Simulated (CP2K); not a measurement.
**Moving the strain (εzz = s) in Sc**

```
Sc
1.0
     3.30900    0.00000    0.00000
    -1.65450    2.86568    0.00000
     0.00000    0.00000    5.27330
Sc
2
Direct
  0.66667 0.33333 0.75000
  0.33333 0.66667 0.25000
```

Kept alike: task band structure; functional PBE; k mesh 9 × 9 × 5; occupations fermi-dirac, width 0.05 eV; no spin polarisation. Program: CP2K, POTENTIAL_UZH Sc GTH-PBE-q11; TZVP-MOLOPT-PBE-GTH basis. The mesh is that of the run's cell of 2 atoms. No spin-orbit coupling.

| s | free energy over the lowest row (meV/atom) |
| --- | --- |
| -0.04 | 3.94 |
| -0.02 | 0.00 |
| 0 | 2.39 |
| 0.02 | 10.76 |
| 0.04 | 24.41 |
| 0.06 | 42.44 |

The cell shown is the unstrained one; x, y and z are its Cartesian axes; atoms keep their fractions. For a metal such a mesh leaves the last digits unconverged.

The free energy is lowest at -0.02, and 42.44 meV an atom higher at 0.06.
